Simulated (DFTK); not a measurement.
Runs of DFTK 0.8.2 on Au. The structure is cubic, space group Fm-3m (No. 225). Conventional cell: a = 4.070 Å, b = 4.070 Å, c = 4.070 Å, α = 90.00°, β = 90.00°, γ = 90.00°. Around Au (site symmetry m-3m) lie 12 Au at 2.88 Å. 

```csv
task,level,potentials or basis,k mesh,cutoff (eV),SCF solver,gap on the mesh (eV),pressure (GPa)
band structure,PBEsol,SG15 1.2 (PBE),11 × 11 × 11,1225,-,none,1.9
band structure,r2SCAN,SG15 1.2 (PBE),11 × 11 × 11,1225,-,none,6.3
band structure,TASK,"in-house norm-conserving set (r2SCAN, scalar relativistic)",10 × 10 × 10,1034,ScfAndersonSolver,none,11.4
single point,PBEsol,dojo.nc.sr.pbesol.v0_4_1.standard.upf (PBEsol),11 × 11 × 11,1034,-,none,(b)
band structure,BJ06,SG15 1.2 (PBE),11 × 11 × 11,1225,-,none,-
band structure,LDA,SG15 1.2 (PBE),11 × 11 × 11,1225,-,none,(a)
```

Alike in all rows: no spin polarisation; cell as given; smearing fermi-dirac 0.05 eV.

Task: Fill in the values left out.

Result: (a) -2.6; (b) 1.2.

Caveats: the potentials were made for another functional, which shifts forces and pressure (some runs); spin-orbit coupling is left out, which moves the levels of the heavy elements (some runs); the program leaves the constant c of mgga_x_tb09 at 1, so the potential is Becke-Johnson's (BJ06) and not Tran and Blaha's, with levels but no total energy (some runs).

A k mesh can miss the band edges, and the runs leave out spin-orbit coupling on Au.

A gap of «none» marks a metal or a gap under the smearing width.
